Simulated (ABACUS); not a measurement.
Crystal: GaAs.

```
As Ga
1.0
     0.00000    2.82685    2.82685
     2.82685    0.00000    2.82685
     2.82685    2.82685    0.00000
As Ga
1 1
Direct
  0.25000 0.25000 0.25000
  0.00000 0.00000 0.00000
```

Base run:

| Property | Result |
| --- | --- |
| Program | ABACUS 3.10.1 |
| Functional | TM |
| Potentials or basis | SG15 ONCV 1.2 PBE |
| Cutoff | 1320 eV |
| Density cutoff | 5279 eV |
| Basis | plane waves |
| k mesh | 5 × 5 × 5 |
| Occupations | fermi-dirac, width 0.05 eV |
| Spin | no spin polarisation |

Its results: band gap on the k mesh 0.65 eV, direct; pressure -0.3 GPa.

The run is repeated on the same cell with these changes: functional from TM to r2SCAN. What comes out?

Band gap on the k mesh 0.59 eV, direct; pressure -0.1 GPa.

Caveats: the potentials were made for another functional, which shifts forces and pressure; an odd mesh through Γ misses points on the zone boundary, where band edges often lie.

Not every run made on this cell is shown here.
